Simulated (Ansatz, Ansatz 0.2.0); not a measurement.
# Bulk modulus of Ti₂SC from PBEsol and r2SCAN: the role of the cell volume and two conflicting measurements

## The measurement

The reference is the bulk modulus of Ti₂SC obtained by compression in an anvil cell, 191 ± 3 GPa, taken from a printed reference work on elastic properties of layered ternary carbides and nitrides. It comes with a serious caveat: sound velocities give only 145 GPa, a gap far wider than the quoted uncertainty. The two routes see different things. Compression of a powder followed by diffraction tracks the lattice itself, but its modulus depends on the pressure range and on the pressure derivative assumed in the fit. Sound velocities sample the whole polycrystal, so pores and any titanium carbide impurity enter as well. I take the compression value as the reference because it is closer to what a perfect-crystal calculation describes, and keep the disagreement in view. Shear modulus, single elastic constants and Debye temperature are not compared here.

| compared with | measured | source's wording or label | method |
| --- | --- | --- | --- |
| B (Reuss) (GPa) | 191 ± 3 | 191 ± 3 GPa | anvil cell |

Conditions are those given with the value in the passage it was taken from; "not stated" means there, and the paper may say more elsewhere. The values are a selection: others may have been left out beforehand as unlike or outlying.

## Model and target

I want the bulk modulus of Ti₂SC in its Reuss bound, the response to hydrostatic pressure, from the full relaxed-ion elastic tensor of the 8-atom hexagonal cell. Success means agreement with the compression value within 5 %, just under 10 GPa. That is about what a good semilocal functional can be held to for the stiffness of a non-magnetic metal, and it is narrow enough to tell the compression value from the acoustic one.

The calculation is static, while a measured lattice carries zero-point and thermal motion; for a solid this stiff I allow a softening of roughly 2 to 4 % in the measured modulus.

I go straight to PBEsol with cell and atoms relaxed. LDA would do as a quick estimate, but it usually contracts the lattice and so stiffens it. Keeping the diffraction cell would save the cell relaxation at the price of a residual stress in the reference state. After the main run come the numerical checks that matter in a metal, k mesh and smearing first, and then one neighbouring functional for scale.

Plain PBE isn't shown in this study.

System: Ti2SC, 211 MAX phase; P6_3/mmc (No. 194), 8 atoms in the primitive cell; the database structure is a diffraction structure: a = 3.210 Å, c = 11.200 Å; structure from the Crystallography Open Database.

On the selection of runs and values: Further runs on this system are not shown.

## 1. PBEsol at its own equilibrium cell

PBEsol usually gives good lattice constants for dense carbides, and the bulk modulus follows the volume closely. I start with a fairly dense mesh, since elastic constants of a metal are second derivatives and feel the sampling of the Fermi surface. I expect a value nearer to the compression result than to the acoustic one.

**Run 1.** Ansatz 0.2.0: PBEsol, cell and atoms relaxed in a first step at this level from the database structure (its input isn't shown), PAW set soft_2, cutoff 420 eV (default), 18x18x6 k mesh, Methfessel-Paxton smearing 0.25 eV; elastic constants by two-point finite strains with relaxed ions, amplitude 0.01.

Key lines of the input:
```
crystal:
  # lattice and atoms
kpoints:
  mp_grid: { grid: [18, 18, 6] }
hamiltonian:
  xc: pbesol
scf:
  occupations: { method: methfessel_paxton, width: 0.25 }
output:
  forces: true
  stress: true
elastic:
  mode: relaxed_ion
  stencil: two_point
  amplitude: 0.01
```

Command:
```
ansatz run input.yaml --threads 8 --pin off --max-ram 16384MiB --backend cpu --events-out ev --progress --plain --runs-dir out
```

Selected lines of the output:
```
  C = ∂σ_k/∂η_j (tension-positive GPa; Voigt order 11 22 33 23 13 12):
       359.382    101.995    115.022     -0.000     -0.000      0.000
       114.934    114.934    381.891      0.000      0.000      0.000
         0.000     -0.000      0.000      0.000      0.000    128.694
  moduli (Voigt/Reuss/Hill, GPa): K = 196.06/195.70/195.88   G = 148.97/144.89/146.93   E = 352.62   ν = 0.200
```

Converged; 8.3 min on 8 cores of Intel Xeon at 2.70GHz, shared host.

| quantity | run 1 | measured | deviation |
| --- | --- | --- | --- |
| B (Reuss) (GPa) | 195.7 | 191 ± 3 | +4.7 (+2.5 %) |
| conventional cell volume (Å³) | 96.69 |  |  |
| pressure (GPa) | 0.000916 |  |  |
| G (Hill) (GPa) | 146.9 |  |  |
| C11 (GPa) | 359.4 |  |  |
| C12 (GPa) | 102.0 |  |  |
| C33 (GPa) | 381.9 |  |  |

The Reuss bulk modulus is 195.7 GPa, 2.5 % above the compression value and inside the 5 % target. The Voigt bound lies less than 1 GPa higher, so the choice of average does not matter for B. The acoustic value is some 50 GPa away.

The relaxed cell deserves a remark: its volume is about 3 % below that of the diffraction cell I started from. Thermal expansion and zero-point motion should account for roughly 1 % in a carbide this stiff, so PBEsol probably binds somewhat too tightly here, which would also raise the modulus.

## 2. Mesh, smearing and cutoff

Before I lean on this number I test its numerical footing at the same functional. One run takes a denser in-plane mesh, one cuts the smearing width from 0.25 to 0.1 eV, and one raises the cutoff to 550 eV. The last also has a somewhat coarser mesh, so it tests the two together. I expect shifts of a few GPa at most in B, and larger ones, if any, in the shear constants.

**Run 2.** Ansatz 0.2.0: PBEsol, cell and atoms relaxed in a first step at this level from the database structure (its input isn't shown), PAW set soft_2, cutoff 420 eV (default), 24x24x6 k mesh, Methfessel-Paxton smearing 0.25 eV; elastic constants by two-point finite strains with relaxed ions, amplitude 0.01.

Key lines of the input, as changed from run 1:
```diff
  kpoints:
-   mp_grid: { grid: [18, 18, 6] }
+   mp_grid: { grid: [24, 24, 6] }
```

Selected lines of the output:
```
  moduli (Voigt/Reuss/Hill, GPa): K = 196.04/195.67/195.86   G = 148.78/144.66/146.72   E = 352.21   ν = 0.200
```

Converged; 14 min of wall time.

**Run 3.** Ansatz 0.2.0: PBEsol, cell and atoms relaxed in a first step at this level from the database structure (its input isn't shown), PAW set soft_2, cutoff 420 eV (default), 18x18x6 k mesh, Methfessel-Paxton smearing 0.1 eV; elastic constants by two-point finite strains with relaxed ions, amplitude 0.01.

Key lines of the input, as changed from run 1:
```diff
  scf:
-   occupations: { method: methfessel_paxton, width: 0.25 }
+   occupations: { method: methfessel_paxton, width: 0.1 }
```

Selected lines of the output:
```
  C = ∂σ_k/∂η_j (tension-positive GPa; Voigt order 11 22 33 23 13 12):
       356.216    106.427    114.888     -0.000      0.000     -0.000
        -0.000      0.000     -0.000      0.000      0.000    124.894
```

Converged; 8.1 min of wall time.

**Run 4.** Ansatz 0.2.0: PBEsol, cell and atoms relaxed in a first step at this level from the database structure (its input isn't shown), PAW set soft_2, cutoff 550 eV, 15x15x4 k mesh, Methfessel-Paxton smearing 0.25 eV; elastic constants by two-point finite strains with relaxed ions, amplitude 0.01.

Key lines of the input, as changed from run 1:
```diff
  kpoints:
-   mp_grid: { grid: [18, 18, 6] }
+   mp_grid: { grid: [15, 15, 4] }
+ basis:
+   ecutwfc: 550.0
```

Selected lines of the output:
```
  moduli (Voigt/Reuss/Hill, GPa): K = 195.98/195.62/195.80   G = 148.56/144.41/146.48   E = 351.73   ν = 0.201
```

Converged; 6.8 min of wall time.

| quantity | run 2 | run 3 | run 4 | measured |
| --- | --- | --- | --- | --- |
| B (Reuss) (GPa) | 195.7 | 195.9 | 195.6 | 191 ± 3 |
| conventional cell volume (Å³) | 96.69 | 96.70 | 96.68 |  |
| pressure (GPa) | 0.000921 | 0.000871 | −0.010376 |  |
| G (Hill) (GPa) | 146.7 | 145.0 | 146.5 |  |
| C11 (GPa) | 359.0 | 356.2 | 358.4 |  |
| C12 (GPa) | 102.2 | 106.4 | 102.9 |  |
| C33 (GPa) | 381.8 | 381.2 | 381.9 |  |

B stays within about 0.2 GPa of the first run in all three checks, so its numerical footing is far firmer than the 5 % target needs. The in-plane mesh hardly matters, and neither does the higher cutoff together with the coarser mesh.

The narrower smearing does show in the basal plane: C12 rises by 4.4 GPa, while C11 falls by 3.2 GPa and C66 by 3.8 GPa. The sum C11 + C12 changes little, which is why B does not notice. Whether the narrower width is closer to the true value or merely less well sampled on this mesh is left open, so I would quote C12 and C66 only to within several GPa.

## 3. The cell volume and a neighbouring functional

What remains is physical: the relaxed cell is about 3 % smaller in volume than the diffraction cell, and the numerical checks leave that unchanged. I therefore repeat PBEsol in the diffraction cell with only the atoms relaxed, to see how much of B hangs on the volume. With a usual pressure derivative of about 4, B should drop by roughly a tenth. Beside it I set r2SCAN with its own relaxed cell, where I expect a somewhat larger volume and a similar stiffness.

**Run 5.** Ansatz 0.2.0: PBEsol, atoms relaxed in a first step at this level (its input isn't shown) in the database cell, PAW set soft_2, cutoff 420 eV (default), 18x18x6 k mesh, Methfessel-Paxton smearing 0.25 eV; elastic constants by two-point finite strains with relaxed ions, amplitude 0.01.

Key lines of the input, as changed from run 2:
```diff
  kpoints:
-   mp_grid: { grid: [24, 24, 6] }
+   mp_grid: { grid: [18, 18, 6] }
```

Selected lines of the output:
```
  C = ∂σ_k/∂η_j (tension-positive GPa; Voigt order 11 22 33 23 13 12):
       323.237     83.120     91.313      0.000      0.000      0.000
  moduli (Voigt/Reuss/Hill, GPa): K = 169.73/169.42/169.58   G = 136.07/133.51/134.79   E = 319.67   ν = 0.186
```

Converged; 8.9 min of wall time. Warnings: another step: stress_scf_threshold_loose.

**Run 6.** Ansatz 0.2.0: r2SCAN, cell and atoms relaxed in a first step at this level from the database structure (its input isn't shown), PAW set soft_2, cutoff 500 eV (default), 15x15x4 k mesh, Methfessel-Paxton smearing 0.25 eV; elastic constants by two-point finite strains with relaxed ions, amplitude 0.01.

Key lines of the input, as changed from run 4:
```diff
  hamiltonian:
-   xc: pbesol
+   xc: r2scan
- basis:
-   ecutwfc: 550.0
```

Command:
```
ansatz run input.yaml --threads 4 --pin off --max-ram 16384MiB --backend cpu --events-out ev --progress --plain --runs-dir out
```

Selected lines of the output:
```
  C = ∂σ_k/∂η_j (tension-positive GPa; Voigt order 11 22 33 23 13 12):
       352.744     98.627    103.061      0.000     -0.000      0.000
  moduli (Voigt/Reuss/Hill, GPa): K = 188.16/187.91/188.03   G = 142.83/140.82/141.82   E = 339.99   ν = 0.199
```

Converged; 9.1 min on 4 cores of Intel Xeon Platinum 8488C (Sapphire Rapids), shared host.

| quantity | run 5 | run 6 | measured |
| --- | --- | --- | --- |
| B (Reuss) (GPa) | 169.4 | 187.9 | 191 ± 3 |
| conventional cell volume (Å³) | – | 99.67 |  |
| pressure (GPa) | −5.986533 | −0.006750 |  |
| G (Hill) (GPa) | 134.8 | 141.8 |  |
| C11 (GPa) | 323.2 | 352.7 |  |
| C12 (GPa) | 83.1 | 98.6 |  |
| C33 (GPa) | 346.1 | 378.7 |  |

Holding PBEsol in the diffraction cell lowers B from 195.7 to 169.4 GPa, a drop of 13 % and somewhat more than the tenth I had guessed; a derivative of 4 over this change in volume already gives about 12 %, so the guess was too low. The cell is then under a tension of about 6 GPa, so the drop corresponds to a pressure derivative of roughly 4.4, an ordinary value. This number describes a stretched crystal, and I do not set it against the experiment as a prediction. It shows how strongly the modulus depends on the volume. The run carries a warning named stress_scf_threshold_loose, from another step than the elastic one; I rest nothing finer than this trend on the run.

r2SCAN, relaxed in its own cell, gives 187.9 GPa, 1.6 % below the compression value and also inside the target. Its volume is 99.67 Å³, about 3 % above that of PBEsol and within 0.3 % of the diffraction cell. At nearly the same volume the two functionals thus differ by more than 18 GPa in B, whereas at their own equilibria they differ by less than 8 GPa. PBEsol's smaller cell more than makes up for its lower stiffness at a given volume, so its good B does not vouch for its lattice. A convergence check for r2SCAN is not shown in this report.

## 4. Half the strain amplitude

The checks shown so far cover mesh, smearing and cutoff for PBEsol; the step of the finite differences comes next. I repeat the first run with the strain amplitude halved to 0.005. If the stress is close to linear over this range, B should move by well under 1 GPa; a larger shift would mean that anharmonic terms enter the constants.

**Run 7.** Ansatz 0.2.0: PBEsol, cell and atoms relaxed in a first step at this level from the database structure (its input isn't shown), PAW set soft_2, cutoff 420 eV (default), 18x18x6 k mesh, Methfessel-Paxton smearing 0.25 eV; strain amplitude 0.005; elastic constants by two-point finite strains with relaxed ions.

Key lines of the input, as changed from run 1:
```diff
  elastic:
-   amplitude: 0.01
+   amplitude: 0.005
```

Selected lines of the output:
```
  C = ∂σ_k/∂η_j (tension-positive GPa; Voigt order 11 22 33 23 13 12):
       359.157    102.038    114.961      0.000      0.000      0.000
       114.936    114.936    381.800     -0.000     -0.000     -0.000
  moduli (Voigt/Reuss/Hill, GPa): K = 196.00/195.63/195.81   G = 148.92/144.81/146.87   E = 352.47   ν = 0.200
```

Converged; 8 min on 8 cores of Intel Xeon at 2.70GHz, shared host.

| quantity | run 7 | measured | deviation |
| --- | --- | --- | --- |
| B (Reuss) (GPa) | 195.6 | 191 ± 3 | +4.6 (+2.4 %) |
| conventional cell volume (Å³) | 96.69 |  |  |
| pressure (GPa) | 0.000915 |  |  |
| G (Hill) (GPa) | 146.9 |  |  |
| C11 (GPa) | 359.2 |  |  |
| C12 (GPa) | 102.0 |  |  |
| C33 (GPa) | 381.8 |  |  |

Halving the strain amplitude moves B by less than 0.1 GPa and no elastic constant by more than about 0.2 GPa. The finite-difference step is therefore not a source of doubt for the PBEsol tensor, and the 2.4 % excess over the compression value stays.

## Collected results

| run | settings | B (Reuss) (GPa) | deviation | cost |
| --- | --- | --- | --- | --- |
| 1 | PBEsol, cutoff 420 eV (default), 18x18x6 k mesh, Methfessel-Paxton smearing 0.25 eV, amplitude 0.01 | 195.7 | +4.7 (+2.5 %) | 67 core-min |
| 2 | PBEsol, cutoff 420 eV (default), 24x24x6 k mesh, Methfessel-Paxton smearing 0.25 eV, amplitude 0.01 | 195.7 | +4.7 (+2.4 %) | 1.9 core-h |
| 3 | PBEsol, cutoff 420 eV (default), 18x18x6 k mesh, Methfessel-Paxton smearing 0.1 eV, amplitude 0.01 | 195.9 | +4.9 (+2.5 %) | 64 core-min |
| 4 | PBEsol, cutoff 550 eV, 15x15x4 k mesh, Methfessel-Paxton smearing 0.25 eV, amplitude 0.01 | 195.6 | +4.6 (+2.4 %) | 55 core-min |
| 5 | PBEsol, cutoff 420 eV (default), 18x18x6 k mesh, Methfessel-Paxton smearing 0.25 eV, amplitude 0.01 | 169.4 | −21.6 (−11.3 %) | 71 core-min |
| 6 | r2SCAN, cutoff 500 eV (default), 15x15x4 k mesh, Methfessel-Paxton smearing 0.25 eV, amplitude 0.01 | 187.9 | −3.1 (−1.6 %) | 36 core-min |
| 7 | PBEsol, cutoff 420 eV (default), 18x18x6 k mesh, Methfessel-Paxton smearing 0.25 eV, strain amplitude 0.005 | 195.6 | +4.6 (+2.4 %) | 64 core-min |
|  | measured | 191 ± 3 |  |  |

Further runs on the same system, made beside this series (convergence steps with loose settings among them):

| further | settings | B (Reuss) (GPa) | deviation | cost |
| --- | --- | --- | --- | --- |
| F1 | BLYP, cutoff 420 eV (default), 15x15x4 k mesh, Methfessel-Paxton smearing 0.25 eV, amplitude 0.01 | 160.2 | −30.8 (−16.1 %) | 46 core-min |
| F2 | LDA, cutoff 420 eV (default), 18x18x6 k mesh, Methfessel-Paxton smearing 0.25 eV, amplitude 0.01 | 208.1 | +17.1 (+9.0 %) | 56 core-min |
| F3 | PBEsol, cutoff 420 eV (default), 12x12x4 k mesh, Methfessel-Paxton smearing 0.25 eV, amplitude 0.01 | 195.5 | +4.5 (+2.4 %) | 24 core-min |
| F4 | PBEsol, cutoff 420 eV (default), 9x9x2 k mesh, Methfessel-Paxton smearing 0.25 eV, amplitude 0.01 | 196.0 | +5.0 (+2.6 %) | 11 core-min |
|  | measured | 191 ± 3 |  |  |

## Outcome

PBEsol in its own relaxed cell gives B = 195.7 GPa, 2.5 % above the compression value and inside the 5 % target, for 67 core-minutes. The pass holds only against that reference. Sound velocities give 145 GPa, and no functional here comes near that; even BLYP, the softest, stays at 160.2 GPa. Porosity would lower an acoustic modulus, but I cannot show that it explains so large a gap.

Mesh, cutoff, smearing and strain amplitude move B by only a few tenths of a GPa. For B alone the 12×12×4 mesh would have done, at 24 core-minutes. The basal-plane constants C11, C12 and C66 are less settled, since they shift by several GPa with the smearing width.

The most useful run was the one in the diffraction cell, where PBEsol drops to 169.4 GPa. The relaxed PBEsol cell is about 3 % smaller in volume, more than thermal and zero-point expansion should explain. If the diffraction cell is sound, the agreement rests partly on a cancellation: too small a volume stiffens a functional that would otherwise be too soft.

r2SCAN reproduces that volume closely and gives 187.9 GPa, 1.6 % low, though a convergence check for it is not shown in this report. The 2 to 4 % softening I allow for lattice motion would bring PBEsol close to the compression value, but push r2SCAN towards the edge of the target or just past it. I therefore do not rank the two. LDA, 9.0 % high, and BLYP, 16.1 % low, both miss.

What stays open is the reference itself; an independent compression measurement on well-characterised material would help most.

[Logs are printed without paths, hosts, clocks, repeated set-up lines and the standing remarks that a program may print on its own settings, such as how far it seeks lower states.]

[The runs shown are a pick from a larger set of finished runs; failed, doubtful and other runs were left out of it ahead of writing. So were measured values far from every level or from commonly accepted values, and agreement can look better than it is. Lines of input and output are excerpts and may be shortened.]
